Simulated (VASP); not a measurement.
# Ge (Fd-3m) in VASP: further runs

Runs on Ge. Level: PBE. Tasks: relaxation of cell and atoms, single point.

Everything below comes from runs of VASP 6.6.1. Logs are shortened: lines on timing, memory, paths and dates and some standing lists are left out, and cuts for length are marked.

**The experiment to reproduce.**

From “Electronic and optical properties of SixGe1-x-ySny alloys lattice-matched to Ge”, 2021, arxiv:2109.02782, for a bulk crystal of Ge at 293 K: band gap 0.666 eV (indirect).

How close the calculation comes is told below.

### 1 The crystal as given

The structure is cubic, space group Fd-3m (No. 227). Conventional cell: a = 5.658 Å, b = 5.658 Å, c = 5.658 Å, α = 90.00°, β = 90.00°, γ = 90.00°. Ge (site symmetry -43m) is surrounded by 4 Ge at 2.45 Å.

### 2 Relaxation of cell and atoms, PBE

Contents of INCAR:

```
ALGO     = Normal         # electronic algorithm
EDIFF    = 1E-7           # SCF threshold, eV
EDIFFG   = -0.002         # ionic threshold
ENCUT    = 520            # plane-wave cutoff, eV
GGA      = PE             # functional
IBRION   = 2              # ionic algorithm
ISIF     = 3              # what is computed and relaxed
ISMEAR   = 0              # smearing method
LASPH    = T              # aspherical terms in the spheres
LCHARG   = F              # write CHGCAR
LREAL    = F              # projectors in reciprocal space
LWAVE    = F              # write WAVECAR
NELM     = 100            # most SCF steps
NSW      = 80             # ionic steps
PREC     = Accurate       # precision mode
SIGMA    = 0.02           # smearing width, eV
```

Contents of KPOINTS:

```
k-points
0
Gamma
  6 6 6
```

Contents of POSCAR:

```
Ge
1.0
    0.0000000000      2.8289100000      2.8289100000
    2.8289100000      0.0000000000      2.8289100000
    2.8289100000      2.8289100000      0.0000000000
Ge
2
Direct
    0.0000000000      0.0000000000      0.0000000000
    0.2500000000      0.2500000000      0.2500000000
```

Potentials or basis: VASP PAW PBE potentials, release 64 (Ge_d).

The run is started by

```bash
$ cat potpaw_PBE.64/Ge_d/POTCAR > POTCAR
$ mpirun -np 1 vasp_std > vasp.out
```

OUTCAR:

```text
EDIFF = 1E-7
   EDIFFG = -0.002
   ENCUT = 520
   GGA = PE
   IBRION = 2
   ISIF = 3
   ISMEAR = 0
   LASPH = T
   LREAL = F
   NELM = 100
   NSW = 80
   PREC = Accurate

 ion  position               nearest neighbor table
   1  0.000  0.000  0.000-   2 2.45   2 2.45   2 2.45   2 2.45
   2  0.250  0.250  0.250-   1 2.45   1 2.45   1 2.45   1 2.45

  LATTYP: Found a face centered cubic cell.
 ALAT       =     5.6578200000

  Lattice vectors:

 A1 = (   0.0000000000,   2.8289100000,   2.8289100000)
 A2 = (   2.8289100000,   0.0000000000,   2.8289100000)
 A3 = (   2.8289100000,   2.8289100000,   0.0000000000)

Analysis of symmetry for initial positions (statically):
=====================================================================
 Subroutine PRICEL returns:
 Original cell was already a primitive cell.

 Routine SETGRP: Setting up the symmetry group for a
 face centered cubic supercell.

 Subroutine GETGRP returns: Found 48 space group operations
 (whereof 24 operations were pure point group operations)
 out of a pool of 48 trial point group operations.

The static configuration has the point symmetry T_d .
 The point group associated with its full space group is O_h .

Analysis of symmetry for dynamics (positions and initial velocities):
=====================================================================
 Subroutine PRICEL returns:
 Original cell was already a primitive cell.

 Routine SETGRP: Setting up the symmetry group for a
 face centered cubic supercell.

 Subroutine GETGRP returns: Found 48 space group operations
 (whereof 24 operations were pure point group operations)
 out of a pool of 48 trial point group operations.

The dynamic configuration has the point symmetry T_d .
 The point group associated with its full space group is O_h .

 Subroutine INISYM returns: Found 48 space group operations
 (whereof 24 operations are pure point group operations),
 and found     1 'primitive' translations

----------------------------------------------------------------------------------------

                                     Primitive cell

  volume of cell :      45.2780

  direct lattice vectors                    reciprocal lattice vectors
     0.000000000  2.828910000  2.828910000    -0.176746521  0.176746521  0.176746521
     2.828910000  0.000000000  2.828910000     0.176746521 -0.176746521  0.176746521
     2.828910000  2.828910000  0.000000000     0.176746521  0.176746521 -0.176746521

  length of vectors
     4.000682889  4.000682889  4.000682889     0.306133954  0.306133954  0.306133954

  position of ions in fractional coordinates (direct lattice)
     0.000000000  0.000000000  0.000000000
     0.250000000  0.250000000  0.250000000

  ion indices of the primitive-cell ions
   primitive index   ion index
                 1           1
                 2           2

----------------------------------------------------------------------------------------

 KPOINTS: k-points

Automatic generation of k-mesh.
 Grid dimensions read from file:
 generate k-points for:    6    6    6

 Generating k-lattice:

  Cartesian coordinates                     Fractional coordinates (reciprocal lattice)
    -0.029457753  0.029457753  0.029457753     0.166666667  0.000000000  0.000000000
     0.029457753 -0.029457753  0.029457753     0.000000000  0.166666667  0.000000000
     0.029457753  0.029457753 -0.029457753     0.000000000  0.000000000  0.166666667

  Length of vectors
     0.051022326  0.051022326  0.051022326

  Shift w.r.t. Gamma in fractional coordinates (k-lattice)
     0.000000000  0.000000000  0.000000000

 Subroutine IBZKPT returns following result:
 ===========================================

 Found     16 irreducible k-points:

 Following reciprocal coordinates:
            Coordinates               Weight
  0.000000  0.000000  0.000000      1.000000
  0.166667  0.000000  0.000000      8.000000
  0.333333  0.000000  0.000000      8.000000
  0.500000  0.000000  0.000000      4.000000
  0.166667  0.166667  0.000000      6.000000
  0.333333  0.166667  0.000000     24.000000
[... 8 lines left out ...]
 -0.333333  0.333333  0.166667     24.000000
 -0.333333  0.500000  0.166667     12.000000
   k-points           NKPTS =     16   k-points in BZ     NKDIM =     16   number of bands    NBANDS=     18
   number of dos      NEDOS =    301   number of ions     NIONS =      2
   total plane-waves  NPLWV =  27000
   dimension x,y,z NGX =    30 NGY =   30 NGZ =   30
   dimension x,y,z NGXF=    60 NGYF=   60 NGZF=   60
   ions per type =               2
   NGX,Y,Z   is equivalent  to a cutoff of  12.47, 12.47, 12.47 a.u.
   NGXF,Y,Z  is equivalent  to a cutoff of  24.93, 24.93, 24.93 a.u.
 SYSTEM =  unknown system
   PREC   = accura    normal or accurate (medium, high low for compatibility)
   ISTART =      0    job   : 0-new  1-cont  2-samecut
   ICHARG =      2    charge: 1-file 2-atom 10-const
   ISPIN  =      1    spin polarized calculation?
   LNONCOLLINEAR =      F non collinear calculations
   LSORBIT =      F    spin-orbit coupling
   LASPH  =      T    aspherical Exc in radial PAW
   ENCUT  =  520.0 eV  38.22 Ry    6.18 a.u.   7.44  7.44  7.44*2*pi/ulx,y,z
   NELM   =    100;   NELMIN=  2; NELMDL= -5     # of ELM steps
   EDIFF  = 0.1E-06   stopping-criterion for ELM
   LREAL  =      F    real-space projection
   EDIFFG = -.2E-02   stopping-criterion for IOM
   NSW    =     80    number of steps for IOM
   IBRION =      2    ionic relax: 0-MD 1-quasi-New 2-CG
   NFREE  =      1    steps in history (QN), initial steepest desc. (CG)
   ISIF   =      3    stress and relaxation
   ISYM   =      2    0-nonsym 1-usesym 2-fastsym
   POTIM  = 0.5000    time-step for ionic-motion
   TEBEG  =    0.0;   TEEND  =   0.0 temperature during run
   PSTRESS=    0.0 pullay stress
   NELECT =      28.0000    total number of electrons
   NUPDOWN=      -1.0000    fix difference up-down
   EMIN   =  10.00;   EMAX   =-10.00  energy-range for DOS
   EFERMI =   0.00;   METHOD = LEGACY
   ISMEAR =     0;   SIGMA  =   0.02  broadening in eV -4-tet -1-fermi 0-gaus
   EFERMI_NEDOS =   21; number of points for ismear=-14 and -15
   IALGO  =     38    algorithm
   IMIX   =      4    mixing-type and parameters
     AMIX     =   0.40;   BMIX     =  1.00
     AMIX_MAG =   1.60;   BMIX_MAG =  1.00
  volume/ion in A,a.u.               =      22.64       152.78
  Fermi-wavevector in a.u.,A,eV,Ry     =   1.394756  2.635708 26.468033  1.945346
  Thomas-Fermi vector in A             =   2.518275
   LORBIT       =      0    0 simple, 1 ext, 2 COOP (PROOUT), +10 PAW based schemes
   GGA     = PE    functional components
   LHFCALC =     F    Hartree Fock is set to
   AEXX    =    0.0000 exact exchange contribution
   IVDW    =     0    specifies the selected vdW correction
   LEPSILON=     F    determine dielectric tensor
   LRPA    =     F    only Hartree local field effects (RPA)
 conjugate gradient relaxation of ions
 non-spin polarized calculation
 Gauss-broadening in eV      SIGMA  =   0.02
  energy-cutoff  :      520.00
  volume of cell :       45.28
 maximum number of plane-waves:      1243
 NGX is ok and might be reduce to    30
   NGX = 15   NGY = 15   NGZ = 15

--------------------------------------- Ionic step        1  -------------------------------------------

 number of electron      28.0000022 magnetization

 Free energy of the ion-electron system (eV)
  ---------------------------------------------------
  ext. energy  EPLUGINS =         0.00000000
  ---------------------------------------------------
  free energy    TOTEN  =        -8.96472316 eV

  energy without entropy =       -8.96464367  energy(sigma->0) =       -8.96468342

 E-fermi :   5.0240     XC(G=0):  -9.9173

 val. band max:        5.0018335748   @ k =   0.0000   0.0000   0.0000
 cond. band min:       5.0372476443   @ k =   0.0000   0.0000   0.0000
 fundamental gap:      0.0354140696
 Fermi energy:         5.0240234178

 k-point     1 :       0.0000    0.0000    0.0000
  band No.  band energies     occupation
      1     -19.8123      2.00000
      2     -19.8123      2.00000
      3     -19.8123      2.00000
      4     -19.7763      2.00000
      5     -19.7763      2.00000
      6     -19.5657      2.00000
[... 10 lines left out ...]
     17       7.5527      0.00000
     18       7.5527      0.00000
[... 414 lines left out ...]
  FREE ENERGIE OF THE ION-ELECTRON SYSTEM (eV)
  ---------------------------------------------------
  free  energy   TOTEN  =        -8.9919097124 eV

  energy  without entropy=       -8.9916666836  energy(sigma->0) =       -8.99178820

[... ionic steps 4 to 11 ...]

--------------------------------------- Ionic step       12  -------------------------------------------

 number of electron      27.9999980 magnetization

------------------------ aborting loop because EDIFF is reached ----------------------------------------

  FORCE on cell =-STRESS in cart. coord.  units (eV):
  Direction    XX          YY          ZZ          XY          YZ          ZX
  --------------------------------------------------------------------------------------
  -------------------------------------------------------------------------------------
  Total        0.0171056      0.0171056      0.0171056      0.0000000      0.0000000      0.0000000
  in kB        0.5740901      0.5740901      0.5740901      0.0000000      0.0000000      0.0000000
  external PRESSURE =       0.5740901 kB  Pullay stress =       0.0000000 kB
[... 57 lines left out ...]
  energy  without entropy=       -8.9917271596  energy(sigma->0) =       -8.99182781

--------------------------------------- Ionic step       14  -------------------------------------------

 number of electron      27.9999980 magnetization

 Free energy of the ion-electron system (eV)
  ---------------------------------------------------
  ext. energy  EPLUGINS =         0.00000000
  ---------------------------------------------------
  free energy    TOTEN  =        -8.99192892 eV

  energy without entropy =       -8.99172721  energy(sigma->0) =       -8.99182806

 E-fermi :   4.5041     XC(G=0):  -9.6678

 val. band max:        4.5003300802   @ k =   0.0000   0.0000   0.0000
 cond. band min:       4.5279423594   @ k =   0.5000   0.0000   0.0000
 fundamental gap:      0.0276122792
 Fermi energy:         4.5041073804

 k-point     1 :       0.0000    0.0000    0.0000
  band No.  band energies     occupation
      1     -20.2435      2.00000
      2     -20.2435      2.00000
      3     -20.2435      2.00000
      4     -20.2114      2.00000
      5     -20.2114      2.00000
      6     -20.0277      2.00000
[... 10 lines left out ...]
     17       7.0264      0.00000
     18       7.0264      0.00000
[... 342 lines left out ...]
  FREE ENERGIE OF THE ION-ELECTRON SYSTEM (eV)
  ---------------------------------------------------
  free  energy   TOTEN  =        -8.9919289188 eV

  energy  without entropy=       -8.9917272055  energy(sigma->0) =       -8.99182806

 reached required accuracy - stopping structural energy minimisation
```

It took 79 s on 1 thread of AMD EPYC 7R13 (Zen 3), shared host; peak memory 0.14 GiB.

Results:

| Quantity | Value |
| --- | --- |
| Free energy | -8.9919 eV |
| Relaxed volume | 23.87 Å³/atom |
| Relaxed cell | a = 4.072 Å, b = 4.072 Å, c = 4.072 Å, α = 60.00°, β = 60.00°, γ = 60.00° |
| Space group after relaxing (to 0.05 Å) | Fd-3m (No. 227) |
| Energy gained by relaxing | 13.6 meV/atom |
| Ionic steps | 14 |
| Pressure after relaxing | 0.0 GPa |
| Band gap on the k mesh | none (metal or under the smearing width) |

The path:
| step | energy change (eV) | largest force (eV/Å) | pressure (GPa) | volume (Å³) |
| --- | --- | --- | --- | --- |
| 1 | 0.0000 | 0.0000 | 3.42 | 45.28 |
| 2 | -0.0254 | 0.0000 | -0.78 | 48.52 |
| 3 | -0.0272 | 0.0000 | -0.10 | 47.87 |
| 4 | -0.0272 | 0.0000 | -0.02 | 47.79 |
| 5 | -0.0272 | 0.0000 | 0.05 | 47.74 |
| 6 | -0.0272 | 0.0000 | 0.07 | 47.74 |
| 7 | -0.0272 | 0.0000 | 0.05 | 47.74 |
| 8 | -0.0272 | 0.0000 | 0.05 | 47.74 |
| 9 | -0.0272 | 0.0000 | 0.05 | 47.74 |
| 10 | -0.0272 | 0.0000 | 0.05 | 47.74 |
| 11 | -0.0272 | 0.0000 | 0.06 | 47.74 |
| 12 | -0.0272 | 0.0000 | 0.06 | 47.74 |
| 13 | -0.0272 | 0.0000 | 0.06 | 47.74 |
| 14 | -0.0272 | 0.0000 | 0.01 | 47.74 |

Final structure:
```
Ge
1.0
     0.00000    2.87930    2.87930
     2.87930    0.00000    2.87930
     2.87930    2.87930    0.00000
Ge
2
Direct
  0.00000 0.00000 0.00000
  0.25000 0.25000 0.25000
```

Caveat: this crystal is a semiconductor, whose small gap the functional closes, so the metal is an error of the method. Zero-point motion and thermal expansion aren't in these numbers.

### 3 Relaxation of cell and atoms, PBE

This run uses another cell than the first one, of 23.87 Å³/atom, 1.054 times its volume.

INCAR is that of step 2.

KPOINTS is that of step 2.

Contents of POSCAR:

```
Ge                                      
1.0
    0.0000000000      2.8792962115      2.8792962115
    2.8792962115      0.0000000000      2.8792962115
    2.8792962115      2.8792962115     -0.0000000000
  Ge            
     2
Direct
     0.0000000000000000    0.0000000000000000    0.0000000000000000
     0.2500000000000000    0.2500000000000000    0.2500000000000000
```

Potentials or basis: VASP PAW PBE potentials, release 64 (Ge_d).

The run is started by

```bash
$ cat potpaw_PBE.64/Ge_d/POTCAR > POTCAR
$ mpirun -np 1 vasp_std > vasp.out
```

Run time: 44 s. Hardware: 1 thread of AMD EPYC 7R13 (Zen 3), shared host; peak memory 0.14 GiB.

Results (log left out):

| Property | Result |
| --- | --- |
| Free energy | -8.9930 eV |
| Relaxed volume | 23.91 Å³/atom |
| Relaxed cell | a = 4.074 Å, b = 4.074 Å, c = 4.074 Å, α = 60.00°, β = 60.00°, γ = 60.00° |
| Space group after relaxing (to 0.05 Å) | Fd-3m (No. 227) |
| Energy gained by relaxing | 0.0 meV/atom |
| Ionic steps | 5 |
| Pressure after relaxing | 0.0 GPa |
| Band gap on the k mesh | none (metal or under the smearing width) |

Final structure:
```
CELL_PARAMETERS angstrom
0.00000 2.88104 2.88104
2.88104 0.00000 2.88104
2.88104 2.88104 0.00000
ATOMIC_POSITIONS crystal
Ge 0.00000 0.00000 0.00000
Ge 0.25000 0.25000 0.25000
```

Levels at points of the mesh, in eV from the Fermi level:
```tsv
k point	band 11	band 12	band 13	band 14	band 15	band 16	band 17	band 18
(0.00, 0.00, 0.00)	-12.37	-0.46	0.00	0.00	0.00	2.52	2.52	2.52
(0.50, 0.00, 0.00)	-10.41	-7.36	-1.33	-1.33	0.02	3.71	3.71	7.10
(0.50, 0.50, 0.00)	-8.69	-8.69	-2.89	-2.89	0.81	0.81	9.06	9.06
```

Caveat: this crystal is a semiconductor, whose small gap the functional closes, so the metal is an error of the method.

### 4 Single point, PBE

This run uses another cell than the first one, of 23.91 Å³/atom, 1.056 times its volume.

Contents of INCAR:

```
ALGO = Normal ; EDIFF = 1E-7
ENCUT = 520 ; GGA = PE
ISIF = 2 ; ISMEAR = 0
LASPH = T ; LCHARG = F
LREAL = F ; LWAVE = F
NBANDS = 21 ; NELM = 100
PREC = Accurate ; SIGMA = 0.02
```

KPOINTS is that of step 3.

Contents of POSCAR:

```
Ge                                      
1.0
    0.0000000000      2.8810437946      2.8810437946
    2.8810437946      0.0000000000      2.8810437946
    2.8810437946      2.8810437946     -0.0000000000
  Ge            
     2
Direct
     0.0000000000000000    0.0000000000000000    0.0000000000000000
     0.2500000000000000    0.2500000000000000    0.2500000000000000
```

The run is started by

```bash
$ cat potpaw_PBE.64/Ge_d/POTCAR > POTCAR
$ mpirun -np 1 vasp_std > vasp.out
```

It took 18 s on 1 thread of AMD EPYC 7R13 (Zen 3), shared host; peak memory 0.13 GiB.

Results (log left out):

```
Free energy            : -8.9931 eV
Pressure               : 0.0 GPa
Band gap on the k mesh : none (metal or under the smearing width)
```

Levels at points of the mesh, in eV from the Fermi level:
```csv
k point,band 11,band 12,band 13,band 14,band 15,band 16,band 17,band 18
"(0.00, 0.00, 0.00)",-12.37,-0.46,0.00,0.00,0.00,2.52,2.52,2.52
"(0.50, 0.00, 0.00)",-10.41,-7.36,-1.33,-1.33,0.02,3.71,3.71,7.10
"(0.50, 0.50, 0.00)",-8.69,-8.69,-2.89,-2.89,0.81,0.81,9.06,9.06
```

Caveat: this crystal is a semiconductor, whose small gap the functional closes, so the metal is an error of the method.

### 5 Single point, PBE (a relaxed cell with its volume scaled by 0.97)

INCAR is that of step 4.

KPOINTS is that of step 4.

Contents of POSCAR:

```
Ge                                      
1.0
    0.0000000000      2.8519403523      2.8519403523
    2.8519403523      0.0000000000      2.8519403523
    2.8519403523      2.8519403523     -0.0000000000
  Ge            
     2
Direct
     0.0000000000000000    0.0000000000000000    0.0000000000000000
     0.2500000000000000    0.2500000000000000    0.2500000000000000
```

The run is started by

```bash
$ cat potpaw_PBE.64/Ge_d/POTCAR > POTCAR
$ mpirun -np 1 vasp_std > vasp.out
```

It took 15 s on 1 thread of AMD EPYC 7R13 (Zen 3), shared host; peak memory 0.13 GiB.

The run converged. Its results:

```
Free energy            : -8.9843 eV
Pressure               : 1.9 GPa
Band gap on the k mesh : none (metal or under the smearing width)
```

Levels at points of the mesh, in eV from the Fermi level:
```csv
k point,band 11,band 12,band 13,band 14,band 15,band 16,band 17,band 18
"(0.00, 0.00, 0.00)",-12.60,-0.19,-0.01,-0.01,-0.01,2.53,2.53,2.53
"(0.50, 0.00, 0.00)",-10.57,-7.49,-1.38,-1.38,0.10,3.73,3.73,7.11
"(0.50, 0.50, 0.00)",-8.80,-8.80,-3.00,-3.00,0.78,0.78,9.31,9.31
```

### 6 Overview

```csv
task,cell,gap on the mesh (eV),pressure (GPa)
relaxation of cell and atoms,relaxed,none,0.0
single point,"Fd-3m, 23.91 Å³/atom",none,0.0
single point,a relaxed cell with its volume scaled by 0.97,none,1.9
```

Alike in all rows: level PBE; potentials or basis VASP PAW PBE potentials, release 64 (Ge_d); no spin polarisation; k mesh 6 × 6 × 6; cutoff (eV) 520; smearing gaussian 0.02 eV.

Caveats: this crystal is a semiconductor, whose small gap the functional closes, so the metal is an error of the method (some runs).

Total energies depend on the potentials used, so only differences within one code and one set of settings carry meaning.

### 7 Against experiment

Step 4. Against the measured gap of Ge, 0.666 eV (indirect; 293 K; “Electronic and optical properties of SixGe1-x-ySny alloys lattice-matched to Ge”, 2021, arxiv:2109.02782), the calculated 0.00 eV is off by -0.67 eV. 3 values of this kind are on record (0.666 to 0.807 eV); this one was drawn at random among those near their median. Spin-orbit coupling on Ge is left out. The value is that of PBE on a finite k mesh, which can miss the band edges, without temperature or zero-point motion. Semilocal functionals fall short of measured gaps as a rule.
